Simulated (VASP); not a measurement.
# NaI (P6_3/mmc) in VASP: notebook, part 2 of 2

VASP 6.6.1. The steps go on from the part before.

### Step 3. Single point, PBE (uniaxial_z strain +3.5%)

INCAR reads:

```
PREC     = Accurate       # precision mode
ENCUT    = 520            # plane-wave cutoff, eV
EDIFF    = 1E-6           # SCF threshold, eV
ISMEAR   = -1             # smearing method
SIGMA    = 0.02           # smearing width, eV
LREAL    = F              # projectors in reciprocal space
LASPH    = T              # aspherical terms in the spheres
NELM     = 100            # most SCF steps
ALGO     = Fast           # electronic algorithm
ISIF     = 2              # what is computed and relaxed
LWAVE    = F              # write WAVECAR
LCHARG   = F              # write CHGCAR
GGA      = PE             # functional
NBANDS   = 22             # bands
```

KPOINTS reads:

```
Automatic mesh
0
Gamma
  6 6 4
```

POSCAR reads:

```
NaI
1.0
    5.4164420017      0.0000000000      0.0000000000
   -2.7082210009      4.6907763716      0.0000000000
    0.0000000000      0.0000000000      6.6864537666
Na I
2 2
Direct
    0.3333333333      0.6666666667      0.2500000000
    0.6666666667      0.3333333333      0.7500000000
    0.6666666667      0.3333333333      0.2500000000
    0.3333333333      0.6666666667      0.7500000000
```

Potentials or basis: VASP PAW PBE potentials, release 64 (Na_pv, I).

Launch:

```bash
> cat potpaw_PBE.64/Na_pv/POTCAR potpaw_PBE.64/I/POTCAR > POTCAR
> mpirun -np 1 vasp_std > vasp.out
```

OUTCAR:

```text
PREC = Accurate
   ENCUT = 520
   EDIFF = 1E-6
   ISMEAR = -1
   LREAL = F
   LASPH = T
   NELM = 100
   ISIF = 2
   GGA = PE

 ion  position               nearest neighbor table
   1  0.333  0.667  0.250-   3 3.13   3 3.13   3 3.13
   2  0.667  0.333  0.750-   4 3.13   4 3.13   4 3.13
   3  0.667  0.333  0.250-   1 3.13   1 3.13   1 3.13
   4  0.333  0.667  0.750-   2 3.13   2 3.13   2 3.13

  LATTYP: Found a hexagonal cell.
 ALAT       =     5.4164420017
 C/A-ratio  =     1.2344734356

  Lattice vectors:

 A1 = (   5.4164420017,   0.0000000000,   0.0000000000)
 A2 = (  -2.7082210009,   4.6907763716,   0.0000000000)
 A3 = (   0.0000000000,   0.0000000000,   6.6864537666)

Analysis of symmetry for initial positions (statically):
=====================================================================
 Subroutine PRICEL returns:
 Original cell was already a primitive cell.

 Routine SETGRP: Setting up the symmetry group for a
 hexagonal supercell.

 Subroutine GETGRP returns: Found 24 space group operations
 (whereof 12 operations were pure point group operations)
 out of a pool of 24 trial point group operations.

The static configuration has the point symmetry D_3d.
 The point group associated with its full space group is D_6h.

Analysis of symmetry for dynamics (positions and initial velocities):
=====================================================================
 Subroutine PRICEL returns:
 Original cell was already a primitive cell.

 Routine SETGRP: Setting up the symmetry group for a
 hexagonal supercell.

 Subroutine GETGRP returns: Found 24 space group operations
 (whereof 12 operations were pure point group operations)
 out of a pool of 24 trial point group operations.

[... 115 lines left out ...]
   EFERMI =   0.00;   METHOD = LEGACY
   ISMEAR =    -1;   SIGMA  =   0.02  broadening in eV -4-tet -1-fermi 0-gaus
   EFERMI_NEDOS =   21; number of points for ismear=-14 and -15
   IALGO  =     68    algorithm
   IMIX   =      4    mixing-type and parameters
     AMIX     =   0.40;   BMIX     =  1.00
     AMIX_MAG =   1.60;   BMIX_MAG =  1.00
  volume/ion in A,a.u.               =      42.47       286.61
  Fermi-wavevector in a.u.,A,eV,Ry     =   0.897586  1.696191 10.961672  0.805660
  Thomas-Fermi vector in A             =   2.020188
   LORBIT       =      0    0 simple, 1 ext, 2 COOP (PROOUT), +10 PAW based schemes
   GGA     = PE    functional components
   LHFCALC =     F    Hartree Fock is set to
   AEXX    =    0.0000 exact exchange contribution
   IVDW    =     0    specifies the selected vdW correction
   LEPSILON=     F    determine dielectric tensor
   LRPA    =     F    only Hartree local field effects (RPA)
 non-spin polarized calculation
 RMM-DIIS sequential band-by-band and
  energy-cutoff  :      520.00
  volume of cell :      169.88
 maximum number of plane-waves:      4605
   NGX = 21   NGY = 21   NGZ = 25

 number of electron      28.0000002 magnetization

 Free energy of the ion-electron system (eV)
  ---------------------------------------------------
  ext. energy  EPLUGINS =         0.00000000
  ---------------------------------------------------
  free energy    TOTEN  =       -10.66422883 eV

  energy without entropy =      -10.66422883  energy(sigma->0) =      -10.66422883

 E-fermi :  -0.0671     XC(G=0):  -6.6488

 val. band max:       -0.4938970315   @ k =   0.0000   0.0000   0.0000
 cond. band min:       2.9760076867   @ k =   0.0000   0.0000   0.0000
 fundamental gap:      3.4699047182
 Fermi energy:        -0.0671148046

 k-point     1 :       0.0000    0.0000    0.0000
  band No.  band energies     occupation
      1     -23.0305      2.00000
      2     -23.0304      2.00000
      3     -23.0304      2.00000
      4     -23.0292      2.00000
      5     -23.0292      2.00000
      6     -23.0274      2.00000
[... 514 lines left out ...]
     21       7.8909      0.00000
     22       7.8924      0.00000

------------------------ aborting loop because EDIFF is reached ----------------------------------------

  FORCE on cell =-STRESS in cart. coord.  units (eV):
  Direction    XX          YY          ZZ          XY          YZ          ZX
  --------------------------------------------------------------------------------------
  -------------------------------------------------------------------------------------
  Total        0.1388379      0.1388379     -0.4246305     -0.0000000      0.0000000      0.0000000
  in kB        1.3093743      1.3093743     -4.0046735     -0.0000000      0.0000000      0.0000000
  external PRESSURE =      -0.4619750 kB  Pullay stress =       0.0000000 kB

 VOLUME and BASIS-vectors are now :
 -----------------------------------------------------------------------------
  energy-cutoff  :      520.00
  volume of cell :      169.88
      direct lattice vectors                 reciprocal lattice vectors
     5.416442002  0.000000000  0.000000000     0.184623042  0.106592163  0.000000000
    -2.708221001  4.690776372  0.000000000     0.000000000  0.213184326  0.000000000
     0.000000000  0.000000000  6.686453767     0.000000000  0.000000000  0.149556108

 POSITION                                       TOTAL-FORCE (eV/Angst)
 -----------------------------------------------------------------------------------
     -0.00000      3.12718      1.67161        -0.000000     -0.000000      0.000000
      2.70822      1.56359      5.01484         0.000000      0.000000      0.000000
      2.70822      1.56359      1.67161         0.000000      0.000000      0.000000
     -0.00000      3.12718      5.01484         0.000000     -0.000000      0.000000
 -----------------------------------------------------------------------------------
    total drift:                                0.000000     -0.000000      0.000000

  FREE ENERGIE OF THE ION-ELECTRON SYSTEM (eV)
  ---------------------------------------------------
  free  energy   TOTEN  =       -10.6642288273 eV

  energy  without entropy=      -10.6642288273  energy(sigma->0) =      -10.66422883
```

OSZICAR:

```text
N       E                     dE             d eps       ncg     rms          rms(c)
DAV:   1     0.209972208352E+03    0.20997E+03   -0.12693E+04   948   0.111E+03
DAV:   2     0.705562549660E+01   -0.20292E+03   -0.19424E+03  1114   0.267E+02
DAV:   3    -0.103314504452E+02   -0.17387E+02   -0.17319E+02  1170   0.864E+01
DAV:   4    -0.108368607333E+02   -0.50541E+00   -0.50511E+00  1130   0.156E+01
DAV:   5    -0.108557466183E+02   -0.18886E-01   -0.18885E-01  1296   0.284E+00    0.227E+00
RMM:   6    -0.106705923976E+02    0.18515E+00   -0.20695E-01  1038   0.170E+00    0.152E+00
RMM:   7    -0.106519156634E+02    0.18677E-01   -0.28726E-01  1094   0.174E+00    0.840E-01
RMM:   8    -0.106652831300E+02   -0.13367E-01   -0.16115E-02  1054   0.104E+00    0.373E-01
RMM:   9    -0.106636778185E+02    0.16053E-02   -0.38898E-03  1120   0.421E-01    0.576E-02
RMM:  10    -0.106640418175E+02   -0.36400E-03   -0.10756E-03  1219   0.220E-01    0.615E-02
RMM:  11    -0.106642164037E+02   -0.17459E-03   -0.30250E-04  1220   0.133E-01    0.763E-03
RMM:  12    -0.106642262096E+02   -0.98059E-05   -0.68173E-05  1424   0.601E-02    0.215E-02
RMM:  13    -0.106642282021E+02   -0.19925E-05   -0.85439E-06  1098   0.201E-02    0.143E-02
RMM:  14    -0.106642288273E+02   -0.62517E-06   -0.25232E-06   904   0.134E-02
   1 F= -.10664229E+02 E0= -.10664229E+02  d E =-.348286E-11
```

It took 58 s on 1 thread of Intel Xeon Platinum 8488C (Sapphire Rapids), shared host; peak memory 0.29 GiB.

What came out:

* Free energy: -10.6642 eV
* Pressure: 0.0 GPa
* Band gap on the k mesh: 3.47 eV, direct

Levels at points of the mesh, in eV from the valence-band top:
```csv
k point,band 11,band 12,band 13,band 14,band 15,band 16,band 17,band 18
"(0.00, 0.00, 0.00)",-0.87,-0.40,-0.40,0.00,3.47,4.67,6.82,6.82
"(0.50, 0.00, 0.00)",-1.10,-1.01,-0.59,-0.35,5.04,5.30,6.43,6.75
"(0.00, 0.00, 0.50)",-0.64,-0.64,-0.64,-0.64,4.93,4.93,6.72,6.72
"(0.50, 0.00, 0.50)",-0.77,-0.77,-0.32,-0.32,5.29,5.29,6.85,6.85
```

Caveat: spin-orbit coupling is left out, which moves the levels of the heavy elements.
